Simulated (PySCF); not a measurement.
Compound: norbornene, C7H10.
Numbering: `[CH:1]1=[CH:2][C@H:3]2[CH2:4][CH2:5][C@@H:6]1[CH2:7]2` (hydrogens: H8 on C1; H9 on C2; H10 on C3; H11, H12 on C4; H13, H14 on C5; H15 on C6; H16, H17 on C7)

Computed, not measured: PySCF, PBE0-D3(BJ)/def2-SVP geometry optimisation, gas phase.

What internal coordinates does the optimisation give?

```csv
bond,length (Å)
C1=C2,1.341
"C3–C4, C5–C6",1.556
C4–C5,1.549
"C1–C6, C2–C3",1.514
"C3–C7, C6–C7",1.536
"C1–H8, C2–H9",1.092
"C3–H10, C6–H15",1.098
"C4–H11, C5–H14",1.099
"C4–H12, C5–H13",1.101
C7–H16,1.100
C7–H17,1.102
```

Bonds in one row agree within 0.01 Å and their mean is given. A selection of angles:
```csv
angle,degrees
C2–C1–C6,107.3
C2–C1–H8,127.2
C6–C1–H8,125.1
C2–C3–C4,106.0
C2–C3–C7,100.3
C2–C3–H10,116.2
C4–C3–C7,100.5
C4–C3–H10,114.4
C7–C3–H10,117.3
C3–C4–C5,102.9
C3–C4–H11,111.8
C3–C4–H12,110.3
C5–C4–H11,113.1
C5–C4–H12,111.3
H11–C4–H12,107.4
C6–C7–H16,112.8
C6–C7–H17,113.5
C3–C7–C6,93.7
H16–C7–H17,109.8
```

Dihedral angles: C6–C1–C2–C3 0° (synperiplanar); C1–C2–C3–C4 -71° (synclinal); C2–C3–C4–C5 67° (synclinal); C3–C4–C5–C6 0° (synperiplanar); C4–C5–C6–C7 37° (synclinal); C5–C6–C7–C3 -58° (synclinal); C2–C1–C6–C5 71° (synclinal); C2–C3–C7–C6 -50° (synclinal).

The 8 C–C bonds span 1.341 Å (C1=C2, drawn double) to 1.556 Å (C5–C6, drawn single), a spread of 0.215 Å. The 5-membered ring C1–C2–C3–C7–C6 has internal angles of 93.7° to 107.3°; it is puckered, 0.25 Å rms from its mean plane, widest ring torsion 50°. The 5-membered ring C3–C4–C5–C6–C7 has internal angles of 93.7° to 102.9° (sum 500°, against 540° for a flat polygon); it is puckered, 0.28 Å rms from its mean plane, widest ring torsion 58°.

Point group: Cs (tolerance 0.08 Å). Stationary, but not proved a minimum.
